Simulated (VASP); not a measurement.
**MgO (strained wurtzite): one PBE single-point calculation in two programs**

```
Mg O
1.0
     3.28822    0.00000    0.00000
    -1.64411    2.84768    0.00000
     0.00000    0.00000    4.98402
Mg O
2 2
Direct
  0.33333 0.66667 0.98858
  0.66667 0.33333 0.48858
  0.33333 0.66667 0.38642
  0.66667 0.33333 0.88642
```

Each program uses its own PAW datasets. VASP's cell holds 16 valence electrons and Ansatz's 32. Ansatz's stress includes a Pulay correction; VASP's doesn't.

Cutoffs: 520 eV in VASP, 420 eV in Ansatz. k meshes: 12×12×6 and 12×12×6.

|  | VASP | Ansatz |
| --- | --- | --- |
| gap between bands v and c | 3.56 eV | 3.57 eV |
| least direct gap | 3.56 eV | 3.57 eV |
| pressure | 4.7 GPa | 5.0 GPa |
| largest force | 0.02 eV/Å | 0.02 eV/Å |

Band v is the last that the valence electrons fill when counted band by band, and c is the next. Levels in eV from the top of v, Ansatz:

```csv
point,v−1,v,c,c+1
Γ,-0.42,0.00,3.57,8.64
M,-0.82,-0.49,7.86,8.16
K,-1.20,-1.20,8.38,8.42
A,-0.58,-0.58,6.08,6.08
L,-0.71,-0.71,7.46,7.46
H,-0.38,-0.38,8.55,8.55
```

VASP:

| point | v−1 | v | c | c+1 |
| --- | --- | --- | --- | --- |
| Γ | -0.42 | 0.00 | 3.56 | 8.62 |
| M | -0.82 | -0.50 | 7.85 | 8.14 |
| K | -1.20 | -1.20 | 8.36 | 8.39 |
| A | -0.59 | -0.59 | 6.07 | 6.07 |
| L | -0.72 | -0.72 | 7.44 | 7.44 |
| H | -0.38 | -0.38 | 8.54 | 8.54 |

Forces (eV/Å), VASP:

```
atom     Fx     Fy      Fz
  Mg  0.000  0.000  -0.020
  Mg  0.000  0.000  -0.020
   O  0.000  0.000   0.020
   O  0.000  0.000   0.020
```

Ansatz:

| atom | Fx | Fy | Fz |
| --- | --- | --- | --- |
| Mg | 0.000 | 0.000 | -0.021 |
| Mg | 0.000 | 0.000 | -0.021 |
| O | 0.000 | 0.000 | 0.021 |
| O | 0.000 | 0.000 | 0.021 |
